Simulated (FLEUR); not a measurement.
# Au: band structure with SCAN

Au:

```xyz
1
Lattice="0.0000 2.0350 2.0350 2.0350 0.0000 2.0350 2.0350 2.0350 0.0000" Properties=species:S:1:pos:R:3 pbc="T T T"
Au    0.0000    0.0000    0.0000
```

```
Program                  : FLEUR MaX-R8.1 (later development tree)
Task                     : band structure
Functional               : SCAN
Potentials or basis      : all-electron
Basis                    : FLAPW
Kmax                     : 4.1 1/bohr
k mesh                   : 11 × 11 × 11
Occupations              : fermi-dirac, width 0.05 eV
Spin                     : no spin polarisation
Gmax                     : 12.7 1/bohr
Muffin-tin radii         : Au 2.52 bohr
lmax                     : Au 10
lnonsphr                 : Au 10
Local orbitals a species : Au 5
Max iterations           : 80
Mixing factor            : 0.05
Mixer                    : Anderson
Mixer history            : 30
Density convergence      : 0.0001 me/bohr^3
```

The band gap along the path is none (metal or under the smearing width) and the valence electrons inside the program's atomic spheres are Au 17.55 (radii Au 2.52 bohr).

Levels at the corners of the path, in eV from the Fermi level:
| point | band 7 | band 8 | band 9 | band 10 | band 11 | band 12 |
| --- | --- | --- | --- | --- | --- | --- |
| Γ | -4.96 | -4.96 | -3.42 | -3.42 | 15.14 | 19.22 |
| X | -2.18 | -1.72 | -1.72 | 0.96 | 5.89 | 10.31 |
| W | -5.45 | -3.58 | -1.72 | 4.74 | 6.52 | 6.52 |
| K | -4.06 | -3.11 | -2.20 | 3.86 | 4.83 | 7.77 |
| Γ | -4.96 | -4.96 | -3.42 | -3.42 | 15.14 | 19.22 |
| L | -5.03 | -2.09 | -2.09 | -1.02 | 3.12 | 14.64 |
| U | -4.06 | -3.11 | -2.20 | 3.86 | 4.83 | 7.77 |
| W | -5.45 | -3.58 | -1.72 | 4.74 | 6.52 | 6.52 |
| L | -5.03 | -2.09 | -2.09 | -1.02 | 3.12 | 14.64 |
| K | -4.06 | -3.11 | -2.20 | 3.86 | 4.83 | 7.77 |
| U | -4.06 | -3.11 | -2.20 | 3.86 | 4.83 | 7.77 |
| X | -2.18 | -1.72 | -1.72 | 0.96 | 5.89 | 10.31 |

Core levels (eV from the Fermi level):
```tsv
atom	levels
1 Au	1s1/2 -80657.1, 2s1/2 -14217.2, 2p1/2 -13630.1, 2p3/2 -11794.3, 3s1/2 -3353.2, 3p1/2 -3089.9, 3p3/2 -2684.8, 4s1/2 -725.7, 3d3/2 -2249.1, 3d5/2 -2162.1, 4p1/2 -613.5, 4p3/2 -516.4, 4d3/2 -333.2, 4d5/2 -315.1, 4f5/2 -80.2, 4f7/2 -76.4
```

Run time: 20 s on 1 thread of Arm Neoverse V1, on a shared host, peak memory 0.08 GiB.

Caveat: the meta-GGA is that of a development version, with a GGA for the radial functions and cores and without core tails; spin-orbit coupling is left out, which moves the levels of the heavy elements.
